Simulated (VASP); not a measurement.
**Ta under changes of volume**

One of the cells (19.195 Å³/atom); the others are scaled copies at fixed shape and fractional positions:

```
Ta
1.0
     2.91958    0.00000    0.00000
    -1.45979    2.52843    0.00000
     0.00000    0.00000    5.20049
Ta
2
Direct
  0.33333 0.66667 0.25000
  0.66667 0.33333 0.75000
```

This isn't the form of Ta at room conditions, which is bcc.

```yaml
Program: VASP 6.6.1
Functional: PBEsol
Potentials_or_basis: VASP PAW PBE potentials, release 64 (Ta_pv)
Cutoff: 520 eV
k_mesh: 11 × 11 × 5
Occupations: fermi-dirac, width 0.05 eV
Spin: no spin polarisation
```

```csv
volume (Å³/atom),energy over the lowest point (meV/atom),pressure (GPa)
17.689,6.38,5.1
18.066,0.00,0.6
18.442,3.74,-3.5
19.195,?,?
19.571,66.27,-13.6
19.948,101.54,-16.3
```

Q: What does the run at 19.195 Å³/atom give?

A: Energy over the lowest point 37.72 meV/atom; pressure -10.6 GPa.

Worked out: A Birch-Murnaghan fit of order 3 (a polynomial in V^(-2/3)) to the other rows has its minimum at 18.11 Å³/atom with B0 = V·E''(V) = 205 GPa and B' = 4.0 at fixed shape and positions, which overstates the stiffness. It gives 37.76 meV/atom at 19.195 Å³/atom, against the run's 37.72, and -dE/dV = -10.6 GPa, against -10.6.

Energies are extrapolated to zero smearing.

Caveats: the PAW data sets were made with another functional, which shifts forces and pressure a little.
